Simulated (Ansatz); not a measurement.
# InP (rocksalt type): the cost of one run

Method: DFT, PBE, PAW with Ansatz's default frozen-core files, scalar-relativistic, in Ansatz 0.2.0.

### Step 1. The structure to begin with

The structure is cubic, space group Fm-3m (No. 225). Conventional cell: a = 5.142 Å, b = 5.142 Å, c = 5.142 Å, α = 90.00°, β = 90.00°, γ = 90.00°. In (site symmetry m-3m) is surrounded by 6 P at 2.57 Å. P (site symmetry m-3m) has 6 In at 2.57 Å as nearest neighbours.

As a file:

```xyz
2
Lattice="0.0000 2.5708 2.5708 2.5708 0.0000 2.5708 2.5708 2.5708 0.0000" Properties=species:S:1:pos:R:3 pbc="T T T"
In    0.0000    0.0000    0.0000
P     2.5708    2.5708    2.5708
```

Atoms are numbered in the order of the input: In1, P2.

### Step 2. Cell relaxed at zero pressure, PAW

Input file input.yaml:

```yaml
crystal:
  lattice:
    - [0.0, 2.5708039839, 2.5708039839]
    - [2.5708039839, 0.0, 2.5708039839]
    - [2.5708039839, 2.5708039839, 0.0]
  atoms:
    - { symbol: In, position: [0.0, 0.0, 0.0] }
    - { symbol: P, position: [0.5, 0.5, 0.5] }
kpoints:
  mp_grid: { grid: [13, 13, 13] }
scf:
  occupations: { method: fermi_dirac, width: 0.05 }
hamiltonian:
  xc: pbe
  pseudopotentials: { kind: paw }
output:
  forces: true
  stress: true
relax:
  f_tol: 0.005
  max_steps: 40
  cell: {}
```

Run with:

```sh
$ ansatz run input.yaml --threads 1 --pin off --max-ram 3584MiB --backend cpu --events-out ev --progress --plain --runs-dir out
```

**Question.** How long does this run take on 1 thread of Intel Xeon 6975P-C (Granite Rapids), shared host, and how much memory does it need?

About 8.4 s, with a peak of 0.41 GiB.
